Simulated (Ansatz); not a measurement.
**Field gradients against strain in KCl**

```
CELL_PARAMETERS angstrom
0.00000 3.15610 3.15610
3.15610 0.00000 3.15610
3.15610 3.15610 0.00000
ATOMIC_POSITIONS crystal
K 0.00000 0.00000 0.00000
Cl 0.50000 0.50000 0.50000
```

Atom numbers follow the list: K1, Cl2.

Conventional cell: a = 6.312 Å, b = 6.312 Å, c = 6.312 Å, α = 90.00°, β = 90.00°, γ = 90.00°. Around K (atom 1) lie 6 Cl at 3.16 Å. Cl (atom 2) is surrounded by 6 K at 3.16 Å.

The structure is an experimental refinement, used without relaxation.

Level of theory: DFT, LDA, all-electron PAW with datasets made for the crystal, scalar-relativistic (Ansatz 0.2.0).

The runs use a Γ-centred 7×7×7 k mesh, Fermi–Dirac smearing of 0.03 eV, cutoff 220 eV (chosen by the program for this cell), no spin polarisation.

The strain is applied along the Cartesian axes of the cell as listed (γ is the engineering shear, twice εxy = εyz = εzx). Fractional coordinates are held (clamped ions).

The columns are Cartesian components of the electric field gradient at the nuclei, in 10²¹ V/m².

Only quantities that a quadratic follows smoothly over the whole series are listed; rougher ones are left out.

```
      γ  Vxy at K1  Vxy at Cl2
-0.0300       0.15       -0.21
-0.0200       0.10       -0.14
 0.0000       0.00        0.00
 0.0100      -0.05        0.07
 0.0200      -0.11        0.15
 0.0300      -0.16        0.23
```

(1) Fit the series and give the gradient–strain slopes.

(2) One run, at γ = -0.0100, is withheld. Predict its row.

Answers

(1) Least-squares fits y = p0 + p1 x + p2 x² to the rows give Vxy at K1: p1 = -5.18, p2 = -6.3; Vxy at Cl2: p1 = 7.3, p2 = 13. The slopes p1 are in 10²¹ V/m² per unit strain, for clamped ions.

(2) The fits give 0.05, -0.07; the run gave 0.05, -0.07.
